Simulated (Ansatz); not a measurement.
A run of Ansatz 0.2.0 is set up as follows.

File input.yaml:

```yaml
crystal:
  lattice:
    - [0.0, 2.0970013927, 2.0970013927]
    - [2.0970013927, 0.0, 2.0970013927]
    - [2.0970013927, 2.0970013927, 0.0]
  atoms:
    - { symbol: Mg, position: [0.0, 0.0, 0.0] }
    - { symbol: O, position: [0.5, 0.5, 0.5] }
kpoints:
  mp_grid: { grid: [11, 11, 11] }
  band_path:
    path:
      - [0.0, 0.0, 0.0]
      - [0.5, 0.0, 0.5]
      - [0.5, 0.25, 0.75]
      - [0.375, 0.375, 0.75]
      - [0.0, 0.0, 0.0]
      - [0.5, 0.5, 0.5]
      - [0.625, 0.25, 0.625]
      - [0.5, 0.25, 0.75]
    npoints: 8
scf:
  occupations: { method: fermi_dirac, width: 0.05 }
hamiltonian:
  xc: pbesol
  pseudopotentials:
    kind: all_electron
    lapw: { basis_error: 0.001 }
    relativity: none
output:
  forces: true
  stress: true
  eigenvalues: true
```

Potentials or basis: all-electron LAPW, non-relativistic.

Launch:

```console
$ ansatz run input.yaml --threads 1 --pin off --max-ram 3072MiB --backend cpu --events-out ev --progress --plain --runs-dir out
```

(1) Predict the pressure.

(2) Estimate the band gap along the path.

(3) What does it give for the band gap on the k mesh?

Answers

(1) 2.5 GPa.

(2) 4.82 eV, direct.

(3) 4.82 eV, direct.

**The experiment to reproduce.**

From “Electronic structure of alkaline earth and post-transition metal oxides”, 2009, arxiv:0908.1581, for a bulk crystal of MgO: band gap 7.83 eV.

A measured gap of MgO is 7.83 eV (quoted in “Electronic structure of alkaline earth and post-transition metal oxides”, 2009, arxiv:0908.1581); the calculated 4.82 eV misses it by -3.01 eV. The value is that of PBEsol, without temperature or zero-point motion. Semilocal functionals fall short of measured gaps as a rule. The cell is a database's relaxed one, not the measured one, which moves gaps too.
